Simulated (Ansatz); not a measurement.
## PbSe: from a migration barrier to a jump rate

All numbers below come from DFT PBE, scalar-relativistic, plane waves, PAW in Ansatz. Settings: plane waves to 420 eV, k-mesh 4×4×2 (Γ-centred), Gaussian smearing 0.05 eV. Spin–orbit coupling is left out, which can shift energies with elements as heavy as these. No spin polarisation.

In a supercell of 16 sites an atom of Se jumps into a neighbouring Se vacancy, a = 4.39 Å from site to site in the perfect crystal, in a neutral cell. The half-way point, relaxed in its symmetry, lies 0.787 eV above the relaxed vacancy. Take it as the barrier; the order of the saddle wasn't checked, and the cell is small.

Q: With an assumed attempt frequency of 10¹³ s⁻¹, how often does the jump happen, and how fast does the vacancy diffuse?

A: Transition-state theory gives Γ = ν exp(−E/k_BT), and one such jump direction contributes Γa²/6 to the vacancy's diffusion coefficient averaged over directions:

```
T (K) E/k_BT      Γ (1/s)  Γa²/6 (cm²/s)
  300    30.4  6.1 × 10^-1   2.0 × 10^-16
  600    15.2   2.5 × 10^6   7.9 × 10^-10
 1000     9.1   1.1 × 10^9    3.5 × 10^-7
 1500     6.1  2.3 × 10^10    7.3 × 10^-6
```

The rate reaches one jump a second at T = E/(k_B ln 10¹³) = 305 K. The number of equivalent jumps multiplies D if they link up through the crystal; a hop between two sites alone gives no long-range diffusion, which then waits on a higher barrier. In either case the atoms' own diffusion carries the vacancy concentration and a correlation factor besides. Rows above the melting point are formal, and so are rows where E/k_BT falls under about 3, since the theory needs rare jumps.

Q: How much does an error of 0.1 eV in the barrier matter?

A: It multiplies the rate by exp(0.1 eV/k_BT): 48 at 300 K and 3.2 at 1000 K, more than the usual doubt about ν at low temperature.

Cost: 2 runs of about 24 core-minutes in all, on AMD EPYC 7R43 (Zen 3) (shared hosts).